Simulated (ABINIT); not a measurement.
The system is Sn.

```
Sn
1.0
    -2.94014    2.94014    1.59930
     2.94014   -2.94014    1.59930
     2.94014    2.94014   -1.59930
Sn
2
Direct
  0.00000 0.00000 0.00000
  0.75000 0.25000 0.50000
```

Base run:

| Property | Result |
| --- | --- |
| Program | ABINIT 10.8.3 (patched build) |
| Functional | rPW86PBE |
| Potentials or basis | JTH PAW PBE v2.0 |
| Cutoff | 599 eV |
| k mesh | 9 × 9 × 9 |
| Occupations | fermi-dirac, width 0.05 eV |
| Spin | no spin polarisation |

Its results: band gap on the k mesh none (metal or under the smearing width); pressure 5.3 GPa.

**Question.** The run is repeated on the same cell with these changes: functional from rPW86PBE to revPBE. What comes out?

**Answer.** Band gap on the k mesh none (metal or under the smearing width); pressure 2.5 GPa.

Caveats: the PAW data sets were made with another functional, which shifts forces and pressure a little; spin-orbit coupling is left out, which moves the levels of the heavy elements.
